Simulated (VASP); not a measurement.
# KCl (Fm-3m) in VASP: further runs

The runs below take KCl through electric field gradients, with PBEsol.

Program: VASP 6.6.1. These are calculated values, not measurements. Logs are shortened: lines on timing, memory, paths and dates and some standing lists are left out, and cuts for length are marked.

**The experiment to reproduce.**

A printed reference work, monograph reports, for a bulk crystal of KCl: band gap 8.68 eV.

The results are compared with them further down.

## Step 1: The cell of the first run

Symmetry: Fm-3m, No. 225, cubic system. Conventional cell: a = 6.183 Å, b = 6.183 Å, c = 6.183 Å, α = 90.00°, β = 90.00°, γ = 90.00°. Within 4.1 Å of K (site symmetry m-3m) lie 6 Cl at 3.09 Å. Within 4.1 Å of Cl (site symmetry m-3m) lie 6 K at 3.09 Å.

## Step 2: Electric field gradients, PBEsol (29.55 Å³/atom)

File INCAR:

```
SYSTEM = KCl
PREC     = Accurate       ! precision mode
ENCUT    = 520            ! plane-wave cutoff, eV
EDIFF    = 1E-8           ! SCF threshold, eV
ISMEAR   = -1             ! smearing method
SIGMA    = 0.03           ! smearing width, eV
LREAL    = .FALSE.        ! projectors in reciprocal space
LASPH    = .TRUE.         ! aspherical terms in the spheres
NELM     = 60             ! most SCF steps
ALGO     = Normal         ! electronic algorithm
ISIF     = 2              ! what is computed and relaxed
LWAVE    = .FALSE.        ! write WAVECAR
LCHARG   = .FALSE.        ! write CHGCAR
GGA      = PS             ! functional
LEFG     = .TRUE.       
NBANDS   = 15             ! bands
```

File KPOINTS:

```
Automatic mesh
0
G
  7 7 7
  0 0 0
```

File POSCAR:

```
KCl
1.0
    0.0000000000      3.0916717177      3.0916717177
    3.0916717177      0.0000000000      3.0916717177
    3.0916717177      3.0916717177      0.0000000000
K Cl
1 1
Direct
    0.0000000000      0.0000000000      0.0000000000
    0.5000000000      0.5000000000      0.5000000000
```

Potentials or basis: VASP PAW PBE potentials, release 64 (K_sv, Cl).

On the command line:

```sh
cat potpaw_PBE.64/K_sv/POTCAR potpaw_PBE.64/Cl/POTCAR > POTCAR
mpirun -np 1 vasp_std > vasp.out
```

OUTCAR:

```text
SYSTEM = KCl
   PREC = Accurate
   ENCUT = 520
   EDIFF = 1E-8
   ISMEAR = -1
   LREAL = .FALSE.
   LASPH = .TRUE.
   NELM = 60
   ISIF = 2
   GGA = PS

 ion  position               nearest neighbor table
   1  0.000  0.000  0.000-   2 3.09   2 3.09   2 3.09   2 3.09   2 3.09   2 3.09
   2  0.500  0.500  0.500-   1 3.09   1 3.09   1 3.09   1 3.09   1 3.09   1 3.09

  LATTYP: Found a face centered cubic cell.
 ALAT       =     6.1833434354

  Lattice vectors:

 A1 = (   0.0000000000,   3.0916717177,   3.0916717177)
 A2 = (   3.0916717177,   0.0000000000,   3.0916717177)
 A3 = (   3.0916717177,   3.0916717177,   0.0000000000)

Analysis of symmetry for initial positions (statically):
=====================================================================
 Subroutine PRICEL returns:
 Original cell was already a primitive cell.

 Routine SETGRP: Setting up the symmetry group for a
 face centered cubic supercell.

 Subroutine GETGRP returns: Found 48 space group operations
 (whereof 48 operations were pure point group operations)
 out of a pool of 48 trial point group operations.

The static configuration has the point symmetry O_h .

Analysis of symmetry for dynamics (positions and initial velocities):
=====================================================================
 Subroutine PRICEL returns:
 Original cell was already a primitive cell.

 Routine SETGRP: Setting up the symmetry group for a
 face centered cubic supercell.

 Subroutine GETGRP returns: Found 48 space group operations
 (whereof 48 operations were pure point group operations)
 out of a pool of 48 trial point group operations.

The dynamic configuration has the point symmetry O_h .

 Subroutine INISYM returns: Found 48 space group operations
 (whereof 48 operations are pure point group operations),
 and found     1 'primitive' translations

----------------------------------------------------------------------------------------

                                     Primitive cell

  volume of cell :      59.1031

  direct lattice vectors                    reciprocal lattice vectors
     0.000000000  3.091671718  3.091671718    -0.161724803  0.161724803  0.161724803
     3.091671718  0.000000000  3.091671718     0.161724803 -0.161724803  0.161724803
     3.091671718  3.091671718  0.000000000     0.161724803  0.161724803 -0.161724803

  length of vectors
     4.372284074  4.372284074  4.372284074     0.280115576  0.280115576  0.280115576

  position of ions in fractional coordinates (direct lattice)
     0.000000000  0.000000000  0.000000000
     0.500000000  0.500000000  0.500000000

  ion indices of the primitive-cell ions
   primitive index   ion index
                 1           1
                 2           2

----------------------------------------------------------------------------------------

 KPOINTS: Automatic mesh

Automatic generation of k-mesh.
 Grid dimensions read from file:
 generate k-points for:    7    7    7

 Generating k-lattice:

  Cartesian coordinates                     Fractional coordinates (reciprocal lattice)
    -0.023103543  0.023103543  0.023103543     0.142857143  0.000000000  0.000000000
     0.023103543 -0.023103543  0.023103543     0.000000000  0.142857143  0.000000000
     0.023103543  0.023103543 -0.023103543     0.000000000  0.000000000  0.142857143

  Length of vectors
     0.040016511  0.040016511  0.040016511

  Shift w.r.t. Gamma in fractional coordinates (k-lattice)
     0.000000000  0.000000000  0.000000000

 Subroutine IBZKPT returns following result:
 ===========================================

 Found     20 irreducible k-points:

 Following reciprocal coordinates:
            Coordinates               Weight
  0.000000  0.000000  0.000000      1.000000
  0.142857  0.000000  0.000000      8.000000
  0.285714  0.000000  0.000000      8.000000
  0.428571  0.000000  0.000000      8.000000
  0.142857  0.142857  0.000000      6.000000
  0.285714  0.142857  0.000000     24.000000
[... 12 lines left out ...]
 -0.428571  0.428571  0.142857     24.000000
 -0.285714  0.428571  0.142857     24.000000
   k-points           NKPTS =     20   k-points in BZ     NKDIM =     20   number of bands    NBANDS=     15
   number of dos      NEDOS =    301   number of ions     NIONS =      2
   total plane-waves  NPLWV =  46656
   dimension x,y,z NGX =    36 NGY =   36 NGZ =   36
   dimension x,y,z NGXF=    72 NGYF=   72 NGZF=   72
   ions per type =               1   1
   NGX,Y,Z   is equivalent  to a cutoff of  13.69, 13.69, 13.69 a.u.
   NGXF,Y,Z  is equivalent  to a cutoff of  27.38, 27.38, 27.38 a.u.
 SYSTEM =  KCl
   PREC   = accura    normal or accurate (medium, high low for compatibility)
   ISTART =      0    job   : 0-new  1-cont  2-samecut
   ICHARG =      2    charge: 1-file 2-atom 10-const
   ISPIN  =      1    spin polarized calculation?
   LNONCOLLINEAR =      F non collinear calculations
   LSORBIT =      F    spin-orbit coupling
   LASPH  =      T    aspherical Exc in radial PAW
   ENCUT  =  520.0 eV  38.22 Ry    6.18 a.u.   8.13  8.13  8.13*2*pi/ulx,y,z
   NELM   =     60;   NELMIN=  2; NELMDL= -5     # of ELM steps
   EDIFF  = 0.1E-07   stopping-criterion for ELM
   LREAL  =      F    real-space projection
   EDIFFG = 0.1E-06   stopping-criterion for IOM
   NSW    =      0    number of steps for IOM
   IBRION =     -1    ionic relax: 0-MD 1-quasi-New 2-CG
   NFREE  =      0    steps in history (QN), initial steepest desc. (CG)
   ISIF   =      2    stress and relaxation
   ISYM   =      2    0-nonsym 1-usesym 2-fastsym
   POTIM  = 0.5000    time-step for ionic-motion
   TEBEG  =    0.0;   TEEND  =   0.0 temperature during run
   PSTRESS=    0.0 pullay stress
   NELECT =      16.0000    total number of electrons
   NUPDOWN=      -1.0000    fix difference up-down
   EMIN   =  10.00;   EMAX   =-10.00  energy-range for DOS
   EFERMI =   0.00;   METHOD = LEGACY
   ISMEAR =    -1;   SIGMA  =   0.03  broadening in eV -4-tet -1-fermi 0-gaus
   EFERMI_NEDOS =   21; number of points for ismear=-14 and -15
   IALGO  =     38    algorithm
   IMIX   =      4    mixing-type and parameters
     AMIX     =   0.40;   BMIX     =  1.00
     AMIX_MAG =   1.60;   BMIX_MAG =  1.00
  volume/ion in A,a.u.               =      29.55       199.42
  Fermi-wavevector in a.u.,A,eV,Ry     =   1.059038  2.001291 15.259764  1.121561
  Thomas-Fermi vector in A             =   2.194369
   LORBIT       =      0    0 simple, 1 ext, 2 COOP (PROOUT), +10 PAW based schemes
   GGA     = PS    functional components
   LHFCALC =     F    Hartree Fock is set to
   AEXX    =    0.0000 exact exchange contribution
   IVDW    =     0    specifies the selected vdW correction
   LEPSILON=     F    determine dielectric tensor
   LRPA    =     F    only Hartree local field effects (RPA)
 non-spin polarized calculation
  energy-cutoff  :      520.00
  volume of cell :       59.10
 maximum number of plane-waves:      1639
 NGX is ok and might be reduce to    36
   NGX = 17   NGY = 17   NGZ = 17

 number of electron      16.0000001 magnetization

 Free energy of the ion-electron system (eV)
  ---------------------------------------------------
  ext. energy  EPLUGINS =         0.00000000
  ---------------------------------------------------
  free energy    TOTEN  =        -7.01910718 eV

  energy without entropy =       -7.01910718  energy(sigma->0) =       -7.01910718

 E-fermi :  -0.9552     XC(G=0):  -7.9505

 val. band max:       -1.6899996801   @ k =   0.0000   0.0000   0.0000
 cond. band min:       3.5044925178   @ k =   0.0000   0.0000   0.0000
 fundamental gap:      5.1944921979
 Fermi energy:        -0.9551727150

 k-point     1 :       0.0000    0.0000    0.0000
  band No.  band energies     occupation
      1     -28.6102      2.00000
      2     -13.8449      2.00000
      3     -12.1381      2.00000
      4     -12.1381      2.00000
      5     -12.1381      2.00000
      6      -1.6900      2.00000
      7      -1.6900      2.00000
      8      -1.6900      2.00000
      9       3.5045      0.00000
     10       6.6190      0.00000
     11       6.6190      0.00000
     12       6.6190      0.00000
     13       7.5382      0.00000
     14       7.5382      0.00000
[... 329 lines left out ...]
      2     -13.8540      2.00000
      3     -12.2725      2.00000
      4     -12.2266      2.00000
      5     -12.0370      2.00000
      6      -2.3403      2.00000
      7      -2.2401      2.00000
      8      -2.0966      2.00000
      9       5.9593      0.00000
     10       6.7149      0.00000
     11       7.9841      0.00000
     12       8.3697      0.00000
     13       9.8587      0.00000
     14       9.9725      0.00000
     15      10.8758      0.00000

------------------------ aborting loop because EDIFF is reached ----------------------------------------

  FORCE on cell =-STRESS in cart. coord.  units (eV):
  Direction    XX          YY          ZZ          XY          YZ          ZX
  --------------------------------------------------------------------------------------
  -------------------------------------------------------------------------------------
  Total        0.2349131      0.2349131      0.2349131      0.0000000      0.0000000     -0.0000000
  in kB        6.3680678      6.3680678      6.3680678      0.0000000      0.0000000     -0.0000000
  external PRESSURE =       6.3680678 kB  Pullay stress =       0.0000000 kB

 VOLUME and BASIS-vectors are now :
 -----------------------------------------------------------------------------
  energy-cutoff  :      520.00
  volume of cell :       59.10
      direct lattice vectors                 reciprocal lattice vectors
     0.000000000  3.091671718  3.091671718    -0.161724803  0.161724803  0.161724803
     3.091671718  0.000000000  3.091671718     0.161724803 -0.161724803  0.161724803
     3.091671718  3.091671718  0.000000000     0.161724803  0.161724803 -0.161724803

 POSITION                                       TOTAL-FORCE (eV/Angst)
 -----------------------------------------------------------------------------------
      0.00000      0.00000      0.00000         0.000000      0.000000      0.000000
      3.09167      3.09167      3.09167        -0.000000     -0.000000     -0.000000
 -----------------------------------------------------------------------------------
    total drift:                                0.000000      0.000000      0.000000

  FREE ENERGIE OF THE ION-ELECTRON SYSTEM (eV)
  ---------------------------------------------------
  free  energy   TOTEN  =        -7.0191071816 eV

  energy  without entropy=       -7.0191071816  energy(sigma->0) =       -7.01910718

 Electric field gradients (V/A^2)
---------------------------------------------------------------------
 ion       V_xx      V_yy      V_zz      V_xy      V_xz      V_yz
---------------------------------------------------------------------
   1       0.000    -0.000    -0.000     0.000     0.000     0.000
   2       0.000    -0.000    -0.000     0.001     0.001     0.001
---------------------------------------------------------------------

 Electric field gradients after diagonalization (V/A^2)
 (convention: |V_zz| > |V_xx| > |V_yy|)
----------------------------------------------------------------------
 ion       V_xx      V_yy      V_zz     asymmetry (V_yy - V_xx)/ V_zz
----------------------------------------------------------------------
   1      -0.000    -0.000     0.000       0.000
   2      -0.001    -0.001     0.001       0.000
----------------------------------------------------------------------

           NMR quadrupolar parameters

 Cq : quadrupolar parameter    Cq=e*Q*V_zz/h
 eta: asymmetry parameters     (V_yy - V_xx)/ V_zz
 Q  : nuclear electric quadrupole moment in mb (millibarn)
----------------------------------------------------------------------
 ion       Cq(MHz)       eta       Q (mb)
----------------------------------------------------------------------
   1       0.000       0.000       1.000
   2       0.000       0.000       1.000
----------------------------------------------------------------------
```

It took 23 s on 1 thread of Intel Xeon Platinum 8259CL at 2.50GHz (Skylake/Cascade Lake), shared host; peak memory 0.2 GiB.

What came out:

```yaml
Free_energy: -7.0191 eV
Pressure: 0.6 GPa
Band_gap_on_the_k_mesh: 5.19 eV
Largest_electric_field_gradient_by_atom: under 0.05 V/Å² on every atom
```

Caveat: the PAW data sets were made with another functional, which shifts forces and pressure a little.

(Part 1 of 3 ends here.)
